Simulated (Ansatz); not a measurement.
# RuAl/AlN/Au: predicting the conductance of a thicker barrier

Set-up. Ansatz 0.2.0, plane waves with PAW datasets, PBE. Interfaces are relaxed in a short slab (with D3(BJ) where the barrier is layered), set between ideal electrode layers that go on as semi-infinite leads, and the zero-bias conductance G at 300 K comes from T(E) on a typed mesh. The error is the largest of the program's estimates from energy step, mesh, the leads' potential steps and neutrality; its separate bound for narrow resonances between the energies solved isn't counted and can be far larger. The lower electrode is RuAl (B2 001), the upper Au (fcc 001) and the barrier AlN (rock salt 001), on a net of side 2.939 Å; d is the distance between the electrodes' last planes.

The runs shown:

```tsv
planes in the barrier	d (Å)	G (S/m²)	error (%)	lead step (meV)
2	7.03	1.26e13	18	4
3	9.05	4.60e12	27	4
4	11.06	1.16e12	43	4
5	13.07	1.77e11	49	4
```

Task: A further run has 6 planes, d = 15.08 Å. Fit G ∝ exp(−βd) to the rows shown and predict its conductance.

Working: Take y = ln G: 30.16, 29.16, 27.78 and 25.90. The means are d = 10.05 Å and y = 28.25; Σ(Δd Δy) = −14.26 and Σ(Δd)² = 20.26, so the slope is −0.704 Å⁻¹ (β = 0.704 Å⁻¹). At d = 15.08 Å, y = 28.25 − 0.704 × 5.03 = 24.71, or G = 5.40e10 S/m².

What the calculation gave: The run gave 4.14e10 S/m², with an error estimate of 63 % and a lead step of 6 meV. The prediction is 1.3 times that, too high by 30 %. That lies within the runs' own error estimates, carried through the fit.

**Limits.** The interfaces are ideal, one cell wide, strained to a common net and relaxed from one registry with their symmetry kept. PBE's gaps are too small, so true decay constants are likely larger where the Fermi level lies deep in a gap. No spin-orbit coupling, phonons, disorder or image charges enter. The rows shown are chosen by tests on error estimates (under 100 to 120 %), lead steps (under 150 meV, though the program warns over 25), intact interfaces and, for fits, a steady trend in the rows shown; the data set holds 414 series of this kind, and not all pass.

[Logs are printed without paths, hosts, clocks, repeated set-up lines and the standing remarks that a program may print on its own settings, such as how far it seeks lower states.]
